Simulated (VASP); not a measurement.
# Ir (P6_3/mmc) in VASP: notebook, part 2 of 2

VASP 6.6.1. The steps go on from the part before.

**5. Single point, PBE**

The input, INCAR:

```
SYSTEM = Ir
ADDGRID = .FALSE. ; ALGO = Normal
EDIFF = 1E-6 ; ENCUT = 460
GGA = PE ; ISIF = 2
ISMEAR = 0 ; LASPH = .TRUE.
LCHARG = .FALSE. ; LREAL = .FALSE.
LWAVE = .FALSE. ; NELM = 100
PREC = Normal ; SIGMA = 0.2
```

The input, KPOINTS:

```
k-points
0
G
  7 7 4
  0 0 0
```

The input, POSCAR:

```
Ir
1.0
    2.7513778946      0.0000000000      0.0000000000
   -1.3756889473      2.3827631521      0.0000000000
    0.0000000000      0.0000000000      4.4622900000
Ir
2
Direct
    0.3583140000      0.6617470000      0.2121330000
    0.6598720000      0.3587530000      0.7691070000
```

Potentials or basis: VASP PAW PBE potentials, release 64 (Ir).

Started as:

```bash
$ cat potpaw_PBE.64/Ir/POTCAR > POTCAR
$ mpirun -np 1 vasp_std > vasp.out
```

OUTCAR:

```text
SYSTEM = Ir
   EDIFF = 1E-6
   ENCUT = 460
   GGA = PE
   ISIF = 2
   ISMEAR = 0
   LASPH = .TRUE.
   LREAL = .FALSE.
   NELM = 100
   PREC = Normal

 Found     99 irreducible k-points:

 Following reciprocal coordinates:
            Coordinates               Weight
  0.000000  0.000000  0.000000      1.000000
  0.142857  0.000000  0.000000      2.000000
  0.000000  0.142857  0.000000      2.000000
 -0.142857  0.142857  0.000000      2.000000
  0.285714 -0.000000  0.000000      2.000000
  0.000000  0.285714  0.000000      2.000000
   k-points           NKPTS =     99   k-points in BZ     NKDIM =     99   number of bands    NBANDS=     13
   number of dos      NEDOS =    301   number of ions     NIONS =      2
   total plane-waves  NPLWV =   4704
   dimension x,y,z NGX =    14 NGY =   14 NGZ =   24
   dimension x,y,z NGXF=    28 NGYF=   28 NGZF=   48
   ions per type =               2
   NGX,Y,Z   is equivalent  to a cutoff of   8.46,  8.46,  8.94 a.u.
   NGXF,Y,Z  is equivalent  to a cutoff of  16.92, 16.92, 17.88 a.u.
 SYSTEM =  Ir
   PREC   = normal    normal or accurate (medium, high low for compatibility)
   ISTART =      0    job   : 0-new  1-cont  2-samecut
   ICHARG =      2    charge: 1-file 2-atom 10-const
   ISPIN  =      1    spin polarized calculation?
   LNONCOLLINEAR =      F non collinear calculations
   LSORBIT =      F    spin-orbit coupling
   LASPH  =      T    aspherical Exc in radial PAW
   ENCUT  =  460.0 eV  33.81 Ry    5.81 a.u.   4.81  4.81  7.80*2*pi/ulx,y,z
   NELM   =    100;   NELMIN=  2; NELMDL= -5     # of ELM steps
   EDIFF  = 0.1E-05   stopping-criterion for ELM
[... 8 lines left out ...]
   TEBEG  =    0.0;   TEEND  =   0.0 temperature during run
   PSTRESS=    0.0 pullay stress
   NELECT =      18.0000    total number of electrons
   NUPDOWN=      -1.0000    fix difference up-down
   EMIN   =  10.00;   EMAX   =-10.00  energy-range for DOS
   EFERMI =   0.00;   METHOD = LEGACY
   ISMEAR =     0;   SIGMA  =   0.20  broadening in eV -4-tet -1-fermi 0-gaus
   EFERMI_NEDOS =   21; number of points for ismear=-14 and -15
   IALGO  =     38    algorithm
   IMIX   =      4    mixing-type and parameters
     AMIX     =   0.40;   BMIX     =  1.00
     AMIX_MAG =   1.60;   BMIX_MAG =  1.00
  volume/ion in A,a.u.               =      14.63        98.71
  Fermi-wavevector in a.u.,A,eV,Ry     =   1.392417  2.631287 26.379323  1.938826
  Thomas-Fermi vector in A             =   2.516162
   LORBIT       =      0    0 simple, 1 ext, 2 COOP (PROOUT), +10 PAW based schemes
   GGA     = PE    functional components
   LHFCALC =     F    Hartree Fock is set to
   AEXX    =    0.0000 exact exchange contribution
   IVDW    =     0    specifies the selected vdW correction
   LEPSILON=     F    determine dielectric tensor
   LRPA    =     F    only Hartree local field effects (RPA)
 non-spin polarized calculation
 Gauss-broadening in eV      SIGMA  =   0.20
  energy-cutoff  :      460.00
  volume of cell :       29.25
 maximum number of plane-waves:       672
   NGX =  9   NGY =  9   NGZ = 15

 number of electron      17.9999994 magnetization

 Free energy of the ion-electron system (eV)
  ---------------------------------------------------
  ext. energy  EPLUGINS =         0.00000000
  ---------------------------------------------------
  free energy    TOTEN  =       -17.12305522 eV

  energy without entropy =      -17.08964079  energy(sigma->0) =      -17.10634800

 E-fermi :  10.0559     XC(G=0): -13.7469

 val. band max:       10.0118592556   @ k =  -0.4286   0.4286   0.0000
 cond. band min:      10.0729813082   @ k =   0.0000   0.0000   0.2500
 fundamental gap:      0.0611220525
 Fermi energy:        10.0558849725

 k-point     1 :       0.0000    0.0000    0.0000
  band No.  band energies     occupation
      1      -0.9563      2.00000
      2       1.9049      2.00000
      3       5.8697      2.00000
      4       5.9983      2.00000
      5       6.0888      2.00000
      6       6.3106      2.00000
      7       6.6662      2.00000
      8       7.7617      2.00000
      9       8.4179      2.00000
     10       9.5854      1.99912
     11       9.9352      1.60668
     12      10.8360      0.00000
     13      16.0376      0.00000

 k-point     2 :       0.1429    0.0000    0.0000
  band No.  band energies     occupation
      1      -0.2113      2.00000
      2       2.4952      2.00000
      3       5.1465      2.00000
      4       5.9606      2.00000
      5       6.2404      2.00000
      6       6.6574      2.00000
      7       6.9825      2.00000
      8       7.1116      2.00000
      9       7.9872      2.00000
     10       8.2461      2.00000
     11      10.7581      0.00000
[... 51 lines left out ...]
 k-point     6 :       0.0000    0.2857    0.0000
  band No.  band energies     occupation
      1       1.4807      2.00000
      2       3.0139      2.00000
      3       4.1033      2.00000
      4       5.5972      2.00000
      5       5.9513      2.00000
      6       6.2484      2.00000
      7       7.4802      2.00000
      8       8.3284      2.00000
      9       8.5767      2.00000
     10       9.2095      2.00000
     11      10.9706      0.00000
     12      16.1633      0.00000
     13      16.7786      0.00000

 [... further k-points ...]
[... 5 lines left out ...]
  --------------------------------------------------------------------------------------
  -------------------------------------------------------------------------------------
  Total        1.5639772      0.9343413      4.1159628     -0.5530976      0.8633759     -1.5300206
  in kB       85.6548750     51.1713931    225.4203481    -30.2916871     47.2848040    -83.7951653
  external PRESSURE =     120.7488721 kB  Pullay stress =       0.0000000 kB

 VOLUME and BASIS-vectors are now :
 -----------------------------------------------------------------------------
  energy-cutoff  :      460.00
  volume of cell :       29.25
      direct lattice vectors                 reciprocal lattice vectors
     2.751377895  0.000000000  0.000000000     0.363454254  0.209840411  0.000000000
    -1.375688947  2.382763152  0.000000000     0.000000000  0.419680823  0.000000000
     0.000000000  0.000000000  4.462290000     0.000000000  0.000000000  0.224100182

 POSITION                                       TOTAL-FORCE (eV/Angst)
 -----------------------------------------------------------------------------------
      0.07550      1.57679      0.94660        -0.922428      0.519646      3.836781
      1.32202      0.85482      3.43198         0.922428     -0.519646     -3.836781
 -----------------------------------------------------------------------------------
    total drift:                                0.000005      0.000004      0.000001

  FREE ENERGIE OF THE ION-ELECTRON SYSTEM (eV)
  ---------------------------------------------------
  free  energy   TOTEN  =       -17.1230552194 eV

  energy  without entropy=      -17.0896407893  energy(sigma->0) =      -17.10634800
```

OSZICAR:

```text
N       E                     dE             d eps       ncg     rms          rms(c)
DAV:   1     0.144304653718E+03    0.14430E+03   -0.79684E+03  2574   0.126E+03
DAV:   2    -0.120365956949E+02   -0.15634E+03   -0.14382E+03  2674   0.360E+02
DAV:   3    -0.180874775053E+02   -0.60509E+01   -0.56573E+01  3144   0.785E+01
DAV:   4    -0.181929214015E+02   -0.10544E+00   -0.10483E+00  2762   0.968E+00
DAV:   5    -0.181949604269E+02   -0.20390E-02   -0.20386E-02  3193   0.130E+00    0.222E+01
DAV:   6    -0.173059727065E+02    0.88899E+00   -0.14132E+00  2989   0.165E+01    0.948E+00
DAV:   7    -0.171346612030E+02    0.17131E+00   -0.48848E-01  3159   0.919E+00    0.208E+00
DAV:   8    -0.171235912444E+02    0.11070E-01   -0.98389E-03  2834   0.117E+00    0.213E-01
DAV:   9    -0.171230387973E+02    0.55245E-03   -0.20257E-03  3174   0.644E-01    0.275E-02
DAV:  10    -0.171230514015E+02   -0.12604E-04   -0.30003E-05  3033   0.510E-02    0.149E-02
DAV:  11    -0.171230557870E+02   -0.43854E-05   -0.27306E-06  2794   0.140E-02    0.725E-03
DAV:  12    -0.171230552194E+02    0.56755E-06   -0.22314E-07  1617   0.450E-03
   1 F= -.17123055E+02 E0= -.17106348E+02  d E =-.334144E-01
```

stdout:

```text
POSCAR found type information on POSCAR Ir
 POSCAR found :  1 types and       2 ions
 scaLAPACK will be used
 LDA part: xc-table for (Slater+PW92), standard interpolation
 POSCAR, INCAR and KPOINTS ok, starting setup
 FFT: planning ... GRIDC
 FFT: planning ... GRID_SOFT
 FFT: planning ... GRID
 WAVECAR not read
 entering main loop
```

Run time: 9.9 s. Hardware: 1 thread of Intel Xeon Platinum 8375C at 2.90GHz (Ice Lake), shared host; peak memory 0.13 GiB.

These settings aren't checked as converged: the numbers below hold their error.

Results:

```
Free energy            : -17.1231 eV
Pressure               : 12.1 GPa
Largest force          : 3.980 eV/Å
Band gap on the k mesh : none (metal or under the smearing width)
```

Caveat: the k mesh is coarse (spacing up to 0.38 Å⁻¹), so the values aren't converged.

**6. Single point, PBE**

The input, INCAR:

```
SYSTEM = Ir
ADDGRID = .FALSE. ; ALGO = Normal
EDIFF = 1E-6 ; ENCUT = 460
GGA = PE ; ISIF = 2
ISMEAR = 0 ; LASPH = .TRUE.
LCHARG = .FALSE. ; LREAL = Auto
LWAVE = .FALSE. ; NELM = 100
PREC = Accurate ; SIGMA = 0.2
```

KPOINTS is that of step 5.

The input, POSCAR:

```
Ir
1.0
    2.7513778946      0.0000000000      0.0000000000
   -1.3756889473      2.3827631521      0.0000000000
    0.0000000000      0.0000000000      4.4622900000
Ir
2
Direct
    0.3333333333      0.6666666667      0.2500000000
    0.6666666667      0.3333333333      0.7500000000
```

Potentials or basis: VASP PAW PBE potentials, release 64 (Ir).

Started as:

```bash
$ cat potpaw_PBE.64/Ir/POTCAR > POTCAR
$ mpirun -np 1 vasp_std > vasp.out
```

Run time: 15 s. Hardware: 1 thread of Intel Xeon Platinum 8375C at 2.90GHz (Ice Lake), shared host; peak memory 0.14 GiB.

These settings aren't checked as converged: the numbers below hold their error.

Results:

- Free energy: -17.6707 eV
- Pressure: -2.0 GPa
- Band gap on the k mesh: none (metal or under the smearing width)

Caveat: the k mesh is coarse (spacing up to 0.38 Å⁻¹), so the values aren't converged.

**7. For comparison**

An earlier run on the cell as given: functional PBEsol; potentials or basis VASP PAW PBE potentials, release 64 (Ir); cutoff 520 eV; k mesh 11 × 11 × 6; occupations fermi-dirac, width 0.05 eV; no spin polarisation.

* Pressure: -11.6 GPa
* Band gap on the k mesh: none (metal or under the smearing width)
